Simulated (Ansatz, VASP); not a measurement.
TaSi2 in VASP and in Ansatz

The input POSCAR:

```
TaSi2
1.0
    0.0000000000      3.5191448776      3.5191448776
    3.5191448776      0.0000000000      3.5191448776
    3.5191448776      3.5191448776      0.0000000000
Ta Si
2 4
Direct
    0.0000000000      0.0000000000      0.0000000000
    0.2500000000      0.2500000000      0.2500000000
    0.6250000000      0.6250000000      0.6250000000
    0.1250000000      0.6250000000      0.6250000000
    0.6250000000      0.6250000000      0.1250000000
    0.6250000000      0.1250000000      0.6250000000
```

The input INCAR.step1:

```
PREC     = Accurate       # precision mode
ENCUT    = 520            # plane-wave cutoff, eV
ISMEAR   = 0              # smearing method
SIGMA    = 0.1            # smearing width, eV
LREAL    = False          # projectors in reciprocal space
LASPH    = True           # aspherical terms in the spheres
NELM     = 80             # most SCF steps
NBANDS   = 28             # bands
GGA      = PE             # functional
ALGO     = Normal         # electronic algorithm
EDIFF    = 1E-4           # SCF threshold, eV
LWAVE    = True           # write WAVECAR
LCHARG   = False          # write CHGCAR
```

INCAR.step2

```
PREC     = Accurate       # precision mode
ENCUT    = 520            # plane-wave cutoff, eV
EDIFF    = 1E-6           # SCF threshold, eV
ISMEAR   = 0              # smearing method
SIGMA    = 0.1            # smearing width, eV
LREAL    = False          # projectors in reciprocal space
LASPH    = True           # aspherical terms in the spheres
NELM     = 80             # most SCF steps
ALGO     = Normal         # electronic algorithm
ISIF     = 2              # what is computed and relaxed
LWAVE    = False          # write WAVECAR
LCHARG   = False          # write CHGCAR
METAGGA  = R2SCAN         # meta-GGA
LMIXTAU  = True         
NBANDS   = 28             # bands
ISTART   = 1
```

The input KPOINTS:

```
Automatic mesh
0
Gamma
  4 4 4
```

Input for Ansatz:

```yaml
crystal:
  lattice:
    - [0.0, 3.5191448776, 3.5191448776]
    - [3.5191448776, 0.0, 3.5191448776]
    - [3.5191448776, 3.5191448776, 0.0]
  atoms:
    - { symbol: Ta, position: [0.0, 0.0, 0.0] }
    - { symbol: Ta, position: [0.25, 0.25, 0.25] }
    - { symbol: Si, position: [0.625, 0.625, 0.625] }
    - { symbol: Si, position: [0.125, 0.625, 0.625] }
    - { symbol: Si, position: [0.625, 0.625, 0.125] }
    - { symbol: Si, position: [0.625, 0.125, 0.625] }
basis:
  ecutwfc: 500
kpoints:
  mp_grid: { grid: [4, 4, 4] }
hamiltonian:
  xc: r2scan
scf:
  occupations: { method: gaussian, width: 0.1 }
  lower_state_search: "off"
output:
  forces: true
  stress: true
  eigenvalues: true
```

Alike in both runs: task single point; functional r2SCAN; k mesh 4 × 4 × 4; occupations gaussian, width 0.1 eV; no spin polarisation.

|  | VASP | Ansatz |
| --- | --- | --- |
| version | VASP 6.6.1 | Ansatz 0.2.0 |
| potentials or method | VASP PAW PBE potentials, release 64 (Ta_pv, Si) | scalar-relativistic, plane waves, PAW |
| plane-wave cutoff (eV) | 520 | 500 |
| valence electrons in the cell | 38 | 42 |

```tsv
	VASP	Ansatz	Ansatz less VASP
gap on the k mesh at the Fermi level (eV)	none	none	-
pressure (GPa)	-10.5	-10.8	-0.30
```

A gap of «none» marks a metal or a gap that the smearing closes. The functional is the same, so the differences come from potentials, cutoffs and numerics. The two sets of potentials don't hold the same shells in valence.

Caveats: the k mesh is coarse (spacing up to 0.39 Å⁻¹), so the values aren't converged; the PAW data sets were made with another functional, which shifts forces and pressure a little (VASP). The runs have no spin-orbit coupling, so splittings on Ta are missing.
